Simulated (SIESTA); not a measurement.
The system is ZrC.

```
Zr C
1.0
     0.00000    2.36500    2.36500
     2.36500    0.00000    2.36500
     2.36500    2.36500    0.00000
Zr C
1 1
Direct
  0.50000 0.50000 0.50000
  0.00000 0.00000 0.00000
```

Base run:

```yaml
Program: SIESTA 5.4.2
Functional: LDA
Potentials_or_basis: PseudoDojo 0.4 standard (LDA files)
Basis: DZP (energy shift 0.002 Ry)
Grid_cutoff: 800 Ry
Energy_shift: 0.002 Ry
k_mesh: 10 × 10 × 10
Occupations: fermi-dirac, width 0.05 eV
Spin: no spin polarisation
```

Its results: band gap on the k mesh none (metal or under the smearing width); pressure -10.3 GPa.

Problem. The run is repeated on the same cell with these changes: functional from LDA to PBEsol; potentials or basis from PseudoDojo 0.4 standard (LDA files) to PseudoDojo 0.4 standard (PBEsol files). What comes out?

Solution. Band gap on the k mesh none (metal or under the smearing width); pressure -6.5 GPa.

Caveats: semicore shells carry a single zeta, which can move pressures by several GPa and volumes by a few percent; the basis of atomic orbitals isn't converged, which shifts pressures, moduli and gaps.
